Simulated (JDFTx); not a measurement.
The system is Ge.

```
CELL_PARAMETERS angstrom
0.00000 2.82891 2.82891
2.82891 0.00000 2.82891
2.82891 2.82891 0.00000
ATOMIC_POSITIONS crystal
Ge 0.75000 0.75000 0.75000
Ge 0.50000 0.50000 0.50000
```

Base run:

| Item | Value |
| --- | --- |
| Program | JDFTx 1.7.0 (patched build) |
| Functional | PBE |
| Potentials or basis | PseudoDojo-SR-PBE-0.5-standard |
| Cutoff | 1061 eV |
| Density cutoff | 4245 eV |
| k mesh | 8 × 8 × 8 |
| Occupations | fermi-dirac, width 0.05 eV |
| Spin | no spin polarisation |

Its results: band gap on the k mesh none (metal or under the smearing width); pressure 3.7 GPa.

**Question.** After a change of settings the same cell gave: band gap on the k mesh none (metal or under the smearing width); pressure 6.7 GPa. Which change was it?
A. functional from PBE to LDA; potentials or basis from PseudoDojo-SR-PBE-0.5-standard to PseudoDojo-SR-LDA-0.4.1-standard with smoothed tails; density cutoff from 4245 eV to 8490 eV
B. density cutoff from 4245 eV to 8490 eV; k mesh from 8 × 8 × 8 to 5 × 5 × 5
C. density cutoff from 4245 eV to 8490 eV
D. functional from PBE to BLYP; density cutoff from 4245 eV to 8490 eV

**Answer.** D.

BLYP binds less tightly than PBE, so the same cell stands under more pressure.

Caveats: this crystal is a semiconductor, whose small gap the functional closes, so the metal is an error of the method; the potentials were made for another functional, which shifts forces and pressure (some runs).

Not every run made on this cell is shown here.
